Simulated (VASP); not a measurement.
# Cd (P6_3/mmc) in VASP: settings compared

The runs below take Cd through relaxation of the atoms, single point, with RPBE+D3, RPBE.

Program: VASP 6.6.1. These are calculated values, not measurements. Logs are shortened: lines on timing, memory, paths and dates and some standing lists are left out, and cuts for length are marked.

**1. The structure**

It takes space group P6_3/mmc (No. 194, hexagonal). Conventional cell: a = 2.979 Å, b = 2.979 Å, c = 5.618 Å, α = 90.00°, β = 90.00°, γ = 120.00°. Around Cd (site symmetry -6m2) lie 12 Cd at 2.98 to 3.29 Å.

**2. Relaxation of the atoms, RPBE+D3 (atoms moved at random, drawn with an rms of 0.02 Å)**

INCAR

```
SYSTEM = Cd
PREC = Accurate
ENCUT = 550
EDIFF = 1E-6
ISMEAR = 2
SIGMA = 0.02
LREAL = .False.
LASPH = .True.
NELM = 100
ALGO = Normal
ISIF = 2
LWAVE = .False.
LCHARG = .False.
GGA = RP
IVDW = 11
IBRION = 2
NSW = 60
EDIFFG = -0.01
```

Cd.cif

```cif
data_Cd
_cell_length_a 2.97887000
_cell_length_b 2.97887000
_cell_length_c 5.61765000
_cell_angle_alpha 90.00000000
_cell_angle_beta 90.00000000
_cell_angle_gamma 120.00000000
_space_group_name_H-M_alt 'P-1'
_space_group_name_Hall '-P 1'
_space_group_IT_number 2
loop_
_space_group_symop_operation_xyz
'x,y,z'
'-x,-y,-z'
loop_
_atom_site_label
_atom_site_type_symbol
_atom_site_symmetry_multiplicity
_atom_site_Wyckoff_symbol
_atom_site_fract_x
_atom_site_fract_y
_atom_site_fract_z
_atom_site_occupancy
Cd1 Cd 2 i 0.1669265000 0.3296905000 0.7503060000 1
```

KPOINTS

```
Automatic mesh
0
Gamma
  10 10 5
  0 0 0
```

POSCAR

```
Cd
 1.0000000000000000
     2.9788700000000001    0.0000000000000000    0.0000000000000000
    -1.4894349999999994    2.5797770945713512    0.0000000000000000
     0.0000000000000000    0.0000000000000000    5.6176500000000003
 Cd 
   2
Cartesian
  0.0061997731875002  0.8505280001977761  4.2149565009000005
  1.4832352268125006  1.7292490943735752  1.4026934991000000
```

Potentials or basis: VASP PAW PBE potentials, release 64 (Cd_GW).

On the command line:

```
$ ase convert -i cif -o vasp Cd.cif POSCAR
$ cat potpaw_PBE.64/Cd_GW/POTCAR > POTCAR
$ mpirun -np 1 vasp_std > vasp.out
```

OUTCAR:

```text
SYSTEM = Cd
   PREC = Accurate
   ENCUT = 550
   EDIFF = 1E-6
   ISMEAR = 2
   LREAL = .False.
   LASPH = .True.
   NELM = 100
   ISIF = 2
   GGA = RP
   IVDW = 11
   IBRION = 2
   NSW = 60
   EDIFFG = -0.01
 IVDW          = 11

 ion  position               nearest neighbor table
   1  0.167  0.330  0.750-   2 3.28   2 3.29   2 3.29   2 3.30   2 3.30   2 3.31
   2  0.833  0.670  0.250-   1 3.28   1 3.29   1 3.29   1 3.30   1 3.30   1 3.31

  LATTYP: Found a hexagonal cell.
 ALAT       =     2.9788700000
 C/A-ratio  =     1.8858325472

  Lattice vectors:

 A1 = (   2.9788700000,   0.0000000000,   0.0000000000)
 A2 = (  -1.4894350000,   2.5797770946,   0.0000000000)
 A3 = (   0.0000000000,   0.0000000000,   5.6176500000)

Analysis of symmetry for initial positions (statically):
=====================================================================
 Subroutine PRICEL returns:
 Original cell was already a primitive cell.

 Routine SETGRP: Setting up the symmetry group for a
 hexagonal supercell.

 Subroutine GETGRP returns: Found  2 space group operations
 (whereof  2 operations were pure point group operations)
 out of a pool of 24 trial point group operations.

The static configuration has the point symmetry S_2 .

Analysis of symmetry for dynamics (positions and initial velocities):
=====================================================================
 Subroutine PRICEL returns:
 Original cell was already a primitive cell.

 Routine SETGRP: Setting up the symmetry group for a
 hexagonal supercell.

 Subroutine GETGRP returns: Found  2 space group operations
 (whereof  2 operations were pure point group operations)
 out of a pool of 24 trial point group operations.

The dynamic configuration has the point symmetry S_2 .

 Subroutine INISYM returns: Found  2 space group operations
 (whereof  2 operations are pure point group operations),
 and found     1 'primitive' translations

----------------------------------------------------------------------------------------

                                     Primitive cell

  volume of cell :      43.1706

  direct lattice vectors                    reciprocal lattice vectors
     2.978870000  0.000000000  0.000000000     0.335697765  0.193815195  0.000000000
    -1.489435000  2.579777095  0.000000000     0.000000000  0.387630390  0.000000000
     0.000000000  0.000000000  5.617650000     0.000000000  0.000000000  0.178010378

  length of vectors
     2.978870000  2.978870000  5.617650000     0.387630390  0.387630390  0.178010378

  position of ions in fractional coordinates (direct lattice)
     0.166926500  0.329690500  0.750306000
     0.833073500  0.670309500  0.249694000

  ion indices of the primitive-cell ions
   primitive index   ion index
                 1           1
                 2           2

----------------------------------------------------------------------------------------

 KPOINTS: Automatic mesh

Automatic generation of k-mesh.
 Grid dimensions read from file:
 generate k-points for:   10   10    5

 Generating k-lattice:

  Cartesian coordinates                     Fractional coordinates (reciprocal lattice)
     0.033569776  0.019381519  0.000000000     0.100000000  0.000000000  0.000000000
     0.000000000  0.038763039  0.000000000     0.000000000  0.100000000  0.000000000
     0.000000000  0.000000000  0.035602076     0.000000000  0.000000000  0.200000000

  Length of vectors
     0.038763039  0.038763039  0.035602076

  Shift w.r.t. Gamma in fractional coordinates (k-lattice)
     0.000000000  0.000000000  0.000000000

 Subroutine IBZKPT returns following result:
 ===========================================

 Found    252 irreducible k-points:

 Following reciprocal coordinates:
            Coordinates               Weight
  0.000000  0.000000  0.000000      1.000000
  0.100000 -0.000000  0.000000      2.000000
  0.000000  0.100000  0.000000      2.000000
 -0.100000  0.100000  0.000000      2.000000
  0.200000 -0.000000  0.000000      2.000000
  0.000000  0.200000  0.000000      2.000000
[... 16 lines left out ...]
 -0.200000  0.300000  0.000000      2.000000
  0.100000  0.200000  0.000000      2.000000
 [... further k-points ...]
   k-points           NKPTS =    252   k-points in BZ     NKDIM =    252   number of bands    NBANDS=     16
   number of dos      NEDOS =    301   number of ions     NIONS =      2
   total plane-waves  NPLWV =  27648
   dimension x,y,z NGX =    24 NGY =   24 NGZ =   48
   dimension x,y,z NGXF=    48 NGYF=   48 NGZF=   96
   ions per type =               2
   NGX,Y,Z   is equivalent  to a cutoff of  13.39, 13.39, 14.20 a.u.
   NGXF,Y,Z  is equivalent  to a cutoff of  26.79, 26.79, 28.41 a.u.
 SYSTEM =  Cd
   PREC   = accura    normal or accurate (medium, high low for compatibility)
   ISTART =      0    job   : 0-new  1-cont  2-samecut
   ICHARG =      2    charge: 1-file 2-atom 10-const
   ISPIN  =      1    spin polarized calculation?
   LNONCOLLINEAR =      F non collinear calculations
   LSORBIT =      F    spin-orbit coupling
   LASPH  =      T    aspherical Exc in radial PAW
   ENCUT  =  550.0 eV  40.42 Ry    6.36 a.u.   5.70  5.70 10.74*2*pi/ulx,y,z
   NELM   =    100;   NELMIN=  2; NELMDL= -5     # of ELM steps
   EDIFF  = 0.1E-05   stopping-criterion for ELM
   LREAL  =      F    real-space projection
   EDIFFG = -.1E-01   stopping-criterion for IOM
   NSW    =     60    number of steps for IOM
   IBRION =      2    ionic relax: 0-MD 1-quasi-New 2-CG
   NFREE  =      1    steps in history (QN), initial steepest desc. (CG)
   ISIF   =      2    stress and relaxation
   ISYM   =      2    0-nonsym 1-usesym 2-fastsym
   POTIM  = 0.5000    time-step for ionic-motion
   TEBEG  =    0.0;   TEEND  =   0.0 temperature during run
   PSTRESS=    0.0 pullay stress
   NELECT =      24.0000    total number of electrons
   NUPDOWN=      -1.0000    fix difference up-down
   EMIN   =  10.00;   EMAX   =-10.00  energy-range for DOS
   EFERMI =   0.00;   METHOD = LEGACY
   ISMEAR =     2;   SIGMA  =   0.02  broadening in eV -4-tet -1-fermi 0-gaus
   EFERMI_NEDOS =   21; number of points for ismear=-14 and -15
   IALGO  =     38    algorithm
   IMIX   =      4    mixing-type and parameters
     AMIX     =   0.40;   BMIX     =  1.00
     AMIX_MAG =   1.60;   BMIX_MAG =  1.00
  volume/ion in A,a.u.               =      21.59       145.66
  Fermi-wavevector in a.u.,A,eV,Ry     =   1.346116  2.543790 24.654136  1.812028
  Thomas-Fermi vector in A             =   2.473974
   LORBIT       =      0    0 simple, 1 ext, 2 COOP (PROOUT), +10 PAW based schemes
   GGA     = RP    functional components
   LHFCALC =     F    Hartree Fock is set to
   AEXX    =    0.0000 exact exchange contribution
   IVDW    =    11    specifies the selected vdW correction
   LEPSILON=     F    determine dielectric tensor
   LRPA    =     F    only Hartree local field effects (RPA)
 conjugate gradient relaxation of ions
 non-spin polarized calculation
 Methfessel and Paxton  Order N= 2 SIGMA  =   0.02
  energy-cutoff  :      550.00
  volume of cell :       43.17
 maximum number of plane-waves:      1281
   NGX = 11   NGY = 11   NGZ = 21

 number of electron      24.0000003 magnetization

 Free energy of the ion-electron system (eV)
  ---------------------------------------------------
  ext. energy  EPLUGINS =         0.00000000
  ---------------------------------------------------
  free energy    TOTEN  =        -0.66342946 eV

  energy without entropy =       -0.66339383  energy(sigma->0) =       -0.66342055

 E-fermi :   6.0668     XC(G=0): -10.9330

 val. band max:        6.0602048353   @ k =  -0.3000   0.3000   0.0000
 cond. band min:       6.0672750361   @ k =   0.3000   0.0000   0.0000
 fundamental gap:      0.0070702008
 Fermi energy:         6.0668225257

 k-point     1 :       0.0000    0.0000    0.0000
  band No.  band energies     occupation
      1      -3.7511      2.00000
      2      -3.4877      2.00000
      3      -3.1303      2.00000
      4      -3.1278      2.00000
      5      -3.0797      2.00000
      6      -3.0771      2.00000
[... 8 lines left out ...]
     15      19.8761      0.00000
     16      20.9346      0.00000

 k-point     2 :       0.1000   -0.0000    0.0000
  band No.  band energies     occupation
      1      -3.6556      2.00000
      2      -3.4084      2.00000
      3      -3.1632      2.00000
      4      -3.1092      2.00000
      5      -3.0386      2.00000
      6      -2.9914      2.00000
[... 8 lines left out ...]
     15      17.6679      0.00000
     16      19.3673      0.00000

 k-point     3 :       0.0000    0.1000    0.0000
  band No.  band energies     occupation
      1      -3.6551      2.00000
      2      -3.4092      2.00000
      3      -3.1645      2.00000
      4      -3.1070      2.00000
      5      -3.0378      2.00000
      6      -2.9924      2.00000
[... 8 lines left out ...]
     15      17.6619      0.00000
     16      19.3723      0.00000

 k-point     4 :      -0.1000    0.1000    0.0000
  band No.  band energies     occupation
      1      -3.6563      2.00000
      2      -3.4073      2.00000
      3      -3.1616      2.00000
      4      -3.1119      2.00000
      5      -3.0398      2.00000
      6      -2.9902      2.00000
[... 8 lines left out ...]
     15      17.6750      0.00000
     16      19.3598      0.00000

 k-point     5 :       0.2000   -0.0000    0.0000
  band No.  band energies     occupation
      1      -3.5682      2.00000
      2      -3.3307      2.00000
      3      -3.2173      2.00000
      4      -3.0181      2.00000
      5      -2.9381      2.00000
      6      -2.7945      2.00000
[... 8 lines left out ...]
     15      17.4398      0.00000
     16      17.6788      0.00000

 k-point     6 :       0.0000    0.2000    0.0000
  band No.  band energies     occupation
      1      -3.5671      2.00000
      2      -3.3319      2.00000
      3      -3.2154      2.00000
      4      -3.0193      2.00000
      5      -2.9369      2.00000
      6      -2.7938      2.00000
[... 8 lines left out ...]
     15      17.4415      0.00000
     16      17.6755      0.00000
[... 267 lines left out ...]
 k-point    21 :      -0.1000    0.3000    0.0000
  band No.  band energies     occupation
      1      -3.5237      2.00000
      2      -3.3221      2.00000
      3      -3.1809      2.00000
      4      -3.1038      2.00000
      5      -2.9736      2.00000
      6      -2.9144      2.00000
[... 8 lines left out ...]
     15      14.4740      0.00000
     16      16.9342      0.00000

 k-point    22 :      -0.3000    0.2000    0.0000
  band No.  band energies     occupation
      1      -3.5250      2.00000
      2      -3.3239      2.00000
      3      -3.1813      2.00000
      4      -3.1100      2.00000
      5      -2.9730      2.00000
      6      -2.9082      2.00000
[... 8 lines left out ...]
     15      14.4715      0.00000
     16      16.9354      0.00000

 k-point    23 :      -0.2000    0.3000    0.0000
  band No.  band energies     occupation
      1      -3.5250      2.00000
      2      -3.3238      2.00000
      3      -3.1810      2.00000
      4      -3.1087      2.00000
      5      -2.9729      2.00000
      6      -2.9111      2.00000
[... 8 lines left out ...]
     15      14.4718      0.00000
     16      16.9355      0.00000

 k-point    24 :       0.1000    0.2000    0.0000
  band No.  band energies     occupation
      1      -3.5238      2.00000
      2      -3.3220      2.00000
      3      -3.1804      2.00000
      4      -3.1021      2.00000
      5      -2.9738      2.00000
      6      -2.9176      2.00000
[... 8 lines left out ...]
     15      14.4745      0.00000
     16      16.9309      0.00000

 [... further k-points ...]

------------------------ aborting loop because EDIFF is reached ----------------------------------------

 Edisp (eV)   -1.11762

 E8    (eV) :    -0.2735

  FORCE on cell =-STRESS in cart. coord.  units (eV):
  Direction    XX          YY          ZZ          XY          YZ          ZX
  --------------------------------------------------------------------------------------
  -------------------------------------------------------------------------------------
  Total       1.22935     1.20848     0.70518    -0.00710    -0.00003     0.00002
  in kB      45.62441    44.84991    26.17112    -0.26335    -0.00123     0.00064
  external pressure =       38.88 kB  Pullay stress =        0.00 kB

 VOLUME and BASIS-vectors are now :
 -----------------------------------------------------------------------------
  energy-cutoff  :      550.00
  volume of cell :       43.17
      direct lattice vectors                 reciprocal lattice vectors
     2.978870000  0.000000000  0.000000000     0.335697765  0.193815195  0.000000000
    -1.489435000  2.579777095  0.000000000     0.000000000  0.387630390  0.000000000
     0.000000000  0.000000000  5.617650000     0.000000000  0.000000000  0.178010378

 POSITION                                       TOTAL-FORCE (eV/Angst)
 -----------------------------------------------------------------------------------
      0.00620      0.85053      4.21496        -0.001804      0.003043     -0.008625
      1.48324      1.72925      1.40269         0.001804     -0.003043      0.008625
 -----------------------------------------------------------------------------------
    total drift:                                0.000000      0.000000      0.000000

  FREE ENERGIE OF THE ION-ELECTRON SYSTEM (eV)
  ---------------------------------------------------
  free  energy   TOTEN  =        -1.7810461072 eV

  energy  without entropy=       -1.7810104724  energy(sigma->0) =       -1.78103720

 reached required accuracy - stopping structural energy minimisation
```

Run time: 71 s. Hardware: 1 thread of AMD EPYC 9R45 (Zen 5), shared host; peak memory 0.31 GiB.

Results:

```
Free energy                  : -1.7810 eV
Pressure after relaxing      : 3.9 GPa
Largest force after relaxing : 0.009 eV/Å
Band gap on the k mesh       : none (metal or under the smearing width)
Dispersion energy per atom   : -0.559 eV
```

Forces in eV/Å, atoms in the order of the input:
```
Cd  -0.002  0.003 -0.009
Cd   0.002 -0.003  0.009
```

Final structure:
```cif
data_structure
_symmetry_space_group_name_H-M 'P 1'
_symmetry_Int_Tables_number 1
_cell_length_a 2.9789
_cell_length_b 2.9789
_cell_length_c 5.6177
_cell_angle_alpha 90.000
_cell_angle_beta 90.000
_cell_angle_gamma 120.000
_cell_volume 43.17
loop_
_atom_site_label
_atom_site_type_symbol
_atom_site_fract_x
_atom_site_fract_y
_atom_site_fract_z
_atom_site_occupancy
Cd1 Cd 0.16693 0.32969 0.75031 1
Cd2 Cd 0.83307 0.67031 0.24969 1
```

Caveat: the relaxation stopped at its first step, so nothing moved; the PAW data sets were made with another functional, which shifts forces and pressure a little; pairwise dispersion overbinds metals, which lowers pressure and volume.

[end of part 1 of 2]
